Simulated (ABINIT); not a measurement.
Runs of ABINIT 10.8.3 (patched build) on NbP. Symmetry: I4_1md, No. 109, tetragonal system. Conventional cell: a = 3.350 Å, b = 3.350 Å, c = 11.480 Å, α = 90.00°, β = 90.00°, γ = 90.00°. Nb (site symmetry 2mm) is surrounded by 6 P at 2.55 Å. P (site symmetry 2mm) has 6 Nb at 2.55 Å as nearest neighbours. The cell is a database's computed one.

```tsv
task	level	potentials or basis	cell	cutoff (eV)	cell freedom (optcell)	optimiser (ionmov)	cutoff smearing ecutsm (Ha)	force stop (Ha/bohr)	fine-grid cutoff	gap on the mesh (eV)	pressure (GPa)	largest force (eV/Å)
single point	LDA	PseudoDojo NC SR LDA v0.4.1 standard	as given	952	-	-	-	-	-	none	-	0.02
single point	PBEsol	PseudoDojo NC SR PBEsol v0.4 stringent	as given	1007	-	-	-	-	-	none	-6.6	0.02
single point	PBE	PseudoDojo NC SR PBE v0.5 standard	as given	1007	-	-	-	-	-	none	-1.3	0.02
single point	PBEsol	PseudoDojo NC SR PBEsol v0.4.1 standard	as given	1007	-	-	-	-	-	none	-6.6	0.02
single point	PBE	Ansatz NC PBE	cell relaxed	1116	-	-	-	-	-	none	0.0	-
relaxation of cell and atoms	PBE	Ansatz NC PBE	relaxed	1116	2	2	0.5	2e-05	-	none	0.0	-
single point	PBE	JTH PAW PBE v2.0	as given	435	-	-	-	-	870.764 eV	none	(a)	0.02
```

Alike in all rows: no spin polarisation; k mesh 8 × 8 × 8; smearing fermi-dirac 0.05 eV.

**Question.** Fill in the values left out.

**Answer.** (a) -1.5.

A k mesh can miss the band edges, and the runs leave out spin-orbit coupling on Nb.

A gap of «none» marks a metal or a gap under the smearing width.
